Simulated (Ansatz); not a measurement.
# Convergence notes, G0W0 on RbBr (Pm-3m)

RbBr (Pm-3m) from a database structure, relaxed with r2SCAN; one-shot G0W0 in Ansatz without spin-orbit coupling. No spin polarisation and no zero-point or thermal motion.

```
Rb Br
1.0
     4.12425    0.00000    0.00000
     0.00000    4.12425    0.00000
     0.00000    0.00000    4.12425
Rb Br
1 1
Direct
  0.00000 0.00000 0.00000
  0.50000 0.50000 0.50000
```

Gaps are read over the mesh points alone. G0W0 values are finite-basis, finite-mesh values.
```tsv
start	potentials	frequency model	mesh	empty bands	screening cutoff (eV)	Kohn-Sham gap (eV)	G0W0 gap (eV)	rough cost
r2SCAN	PAW	contour deformation	4×4×4	113	80	4.83	6.58	23 core-seconds
r2SCAN	PAW	contour deformation	4×4×4	263	140	4.83	6.78	90 core-seconds
r2SCAN	PAW	contour deformation	4×4×4	484	210	4.83	6.85	6 core-minutes
HSE06	PAW	contour deformation	4×4×4	263	140	5.27	6.98	4 core-minutes
LDA	PAW	contour deformation	4×4×4	263	140	3.68	6.24	80 core-seconds
PBE	PAW	contour deformation	4×4×4	263	140	4.09	6.42	80 core-seconds
r2SCAN	PAW	Godby-Needs pole	4×4×4	263	140	4.83	6.76	2 core-minutes
r2SCAN	PAW	contour deformation	6×6×6	113	80	4.83	6.57	2 core-minutes
r2SCAN	norm-conserving	contour deformation	4×4×4	263	140	4.83	6.72	2.4 core-minutes
```

Over the mesh points the r2SCAN gap of 4.83 eV becomes a quasiparticle gap of 6.85 eV (M to Γ), a change of +2.02 eV. Renormalisation factors Z lie between 0.81 and 0.86.

Raising bands and cutoff together moves the gap by +0.20 eV (80 to 140 eV), then +0.07 eV (140 to 210 eV); the last step is still large, so the basis limit isn't reached. Starting from HSE06 (5.27 eV against r2SCAN's 4.83 eV) gives 6.98 eV, +0.20 eV from G0W0@r2SCAN at the same screening cutoff. Starting from LDA (3.68 eV against r2SCAN's 4.83 eV) gives 6.24 eV, -0.54 eV from G0W0@r2SCAN at the same screening cutoff. Starting from PBE (4.09 eV against r2SCAN's 4.83 eV) gives 6.42 eV, -0.36 eV from G0W0@r2SCAN at the same screening cutoff. The Godby-Needs plasmon pole differs from contour deformation by -0.02 eV. A 6×6×6 mesh in place of 4×4×4 changes the opening over r2SCAN by -0.01 eV (the gap on the mesh by -0.01 eV). Norm-conserving potentials (wave cutoff 840 eV against 500 eV) shift the quasiparticle gap by -0.06 eV and the r2SCAN gap by 0.00 eV. r2SCAN runs take a wave cutoff of 500 eV.
